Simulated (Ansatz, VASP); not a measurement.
# F: VASP beside Ansatz

The input INCAR:

```
SYSTEM = F
PREC = Accurate
ENCUT = 520
EDIFF = 1E-7
ISMEAR = 0
SIGMA = 0.05
LREAL = .FALSE.
LASPH = .TRUE.
NELM = 60
ALGO = Normal
ISIF = 2
LWAVE = .FALSE.
LCHARG = .TRUE.
GGA = PS
LELF = .TRUE.
LVHAR = .TRUE.
NBANDS = 22
```

The input KPOINTS:

```
regular mesh
0
G
  4 4 2
  0 0 0
```

The input POSCAR:

```
F
1.0
    3.2707605585     -1.7349498761     -0.2522692706
    3.2707605585      1.7349498761     -0.2522692706
   -2.5027234335      0.0000000000      6.9659616838
F
4
Direct
    0.0848459664      0.0848459664      0.0940038325
    0.9151540336      0.9151540336      0.9059961675
    0.5015719855      0.5015719855      0.5937195244
    0.4984280145      0.4984280145      0.4062804756
```

Input for Ansatz:

```yaml
crystal:
  lattice:
    - [3.2707605585, -1.7349498761, -0.2522692706]
    - [3.2707605585, 1.7349498761, -0.2522692706]
    - [-2.5027234335, 0.0, 6.9659616838]
  atoms:
    - { symbol: F, position: [0.0848459664, 0.0848459664, 0.0940038325] }
    - { symbol: F, position: [0.9151540336, 0.9151540336, 0.9059961675] }
    - { symbol: F, position: [0.5015719855, 0.5015719855, 0.5937195244] }
    - { symbol: F, position: [0.4984280145, 0.4984280145, 0.4062804756] }
basis:
  ecutwfc: 520.0
kpoints:
  mp_grid: { grid: [4, 4, 2] }
hamiltonian:
  xc: pbesol
scf:
  occupations: { method: gaussian, width: 0.05 }
output:
  forces: true
  stress: true
  eigenvalues: true
```

Change from the starting cell: volume 19.217 Å^3 an atom, stretch along a over the lengths across it, relative to the relaxed cell 1.0835.

Alike in both runs: task single point; functional PBEsol; k mesh 4 × 4 × 2; occupations gaussian, width 0.05 eV; no spin polarisation.

|  | VASP | Ansatz |
| --- | --- | --- |
| version | VASP 6.6.1 | Ansatz 0.2.0 |
| potentials or method | VASP PAW PBE potentials, release 64 (F) | scalar-relativistic, plane waves, PAW |
| plane-wave cutoff (eV) | 520 | 520 |
| valence electrons in the cell | 28 | 28 |

|  | VASP | Ansatz | Ansatz less VASP |
| --- | --- | --- | --- |
| gap on the k mesh at the Fermi level (eV) | 3.30 | 3.38 | +0.085 |
| least direct gap on the mesh (eV) | 3.39 | 3.48 | +0.086 |
| pressure (GPa) | 2.0 | 1.6 | -0.43 |
| largest component of the traceless stress (GPa) | 3.89 | 2.45 | -1.443 |
| rms of the force components (eV/Å) | 0.750 | 0.473 | -0.2766 |

Atom by atom the forces differ by 0.277 eV/Å (rms over components). With one functional, cell and mesh, what is left measures potentials, basis and numerics.

Caveats: the k mesh is coarse (spacing up to 0.52 Å⁻¹), so the values aren't converged; the PAW data sets were made with another functional, which shifts forces and pressure a little (VASP). A k mesh can miss the band edges.
